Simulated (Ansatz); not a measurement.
Straining HfB

These are results of Ansatz 0.2.0, DFT PBE, scalar-relativistic, plane waves, PAW, not measurements. (420 eV cutoff, 12×12×10 k-mesh, Gaussian smearing of 0.10 eV, no spin polarisation)

Starting point, cell and atoms relaxed:

```yaml
crystal:
  lattice:
    - [2.41690, 2.41690, 0.00000]
    - [-2.41690, 2.41690, 0.00000]
    - [0.00000, 0.00000, 4.83380]
  atoms:
    - { symbol: Hf, position: [0.50000, 0.50000, 0.00000] }
    - { symbol: Hf, position: [0.00000, 0.00000, 0.50000] }
    - { symbol: B, position: [0.00000, 0.00000, 0.00000] }
    - { symbol: B, position: [0.50000, 0.50000, 0.50000] }
```

Deformation: biaxial strain in the a-b plane, with the length and tilt of c and the atoms relaxed, all within the symmetry that the strain leaves. Energies are extrapolated to zero smearing. On this cell's mesh the reference holds a stress of up to 0.19 GPa.

Spin–orbit coupling is left out, which can shift energies with elements as heavy as these.

| strain (%) | ΔE (meV/atom) | a (Å) | b (Å) | c (Å) |
| --- | --- | --- | --- | --- |
| -4.5 | 88.7 | 3.264 | 3.264 | 4.900 |
| -3.0 | 37.3 | 3.315 | 3.315 | 4.878 |
| -1.5 | 8.7 | 3.367 | 3.367 | 4.857 |
| +0.0 | 0.0 | 3.418 | 3.418 | 4.834 |
| +1.5 | 8.6 | 3.469 | 3.469 | 4.815 |
| +3.0 | 31.9 | 3.521 | 3.521 | 4.794 |
| +4.5 | 67.7 | 3.572 | 3.572 | 4.771 |

**Question.** What stiffness (1/V) d²E/dε² at zero strain does a cubic fit over all points give?

**Answer.** A cubic fit gives (1/V) d²E/dε² = 877 GPa at zero strain (twice the biaxial modulus).

**Question.** How does the free axis c answer a small strain?

**Answer.** Between the innermost points its strain is -0.29 times the applied one.